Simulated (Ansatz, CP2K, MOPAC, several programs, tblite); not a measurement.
Energy against volume for PbS in the CsCl-type structure, at fixed shape and fractional coordinates, computed by several methods (PBE and r2SCAN, where shown, with plane waves in Ansatz); the cell shown is that of r2SCAN. It is cubic, Pm-3m (No. 221); a = 3.635 Å in the conventional setting, 24.02 Å³ an atom. Pb has 8 S at 3.15 Å; S has 8 Pb at 3.15 Å. No spin polarisation. The prototype was imposed, so other structures may be more stable. Energies count from each curve's lowest point; fits are third-order Birch-Murnaghan.

```
Pb S
1.0
     3.63513    0.00000    0.00000
     0.00000    3.63513    0.00000
     0.00000    0.00000    3.63513
Pb S
1 1
Direct
  0.00000 0.00000 0.00000
  0.50000 0.50000 0.50000
```

light PBE (260 eV, its own mesh), on the shape of the cell shown:
```
V (Å³/atom)  E (meV/atom)
     22.096         32.94
     23.057          7.20
     24.018          0.00
     24.978          0.17
     25.939         27.35
     26.900         39.03
```
The points scatter about a smooth fit, as a low cutoff and a light mesh can make them, so no fit is quoted.

r2SCAN, on the shape of its own relaxed cell:

| V (Å³/atom) | E (meV/atom) |
| --- | --- |
| 22.577 | 19.08 |
| 23.297 | 4.51 |
| 24.018 | 0.00 |
| 24.738 | 4.14 |
| 25.459 | 15.62 |

V₀ = 24.01 Å³ an atom and B₀ = 64 GPa.

PBE/SZV (CP2K), on the shape of the cell shown:
```csv
V (Å³/atom),E (meV/atom)
21.136,81.96
22.577,13.72
24.018,0.00
25.459,26.42
26.900,81.52
```
V₀ = 23.72 Å³ an atom and B₀ = 77 GPa.

GFN1-xTB (tblite), on the shape of the cell shown, as a cluster of 54 atoms at the zone centre:
```tsv
V (Å³/atom)	E (meV/atom)
21.136	0.00
22.577	87.81
24.018	225.91
25.459	393.11
26.900	574.20
```
The lowest point is an end point, so the minimum isn't bracketed.

PM7 (MOPAC), on the shape of the cell shown, as a cluster of 54 atoms at the zone centre:
```tsv
V (Å³/atom)	E (meV/atom)
21.136	138.76
22.577	14.77
24.018	0.00
25.459	59.07
26.900	129.88
```
The points scatter about a smooth fit, so no fit is quoted.
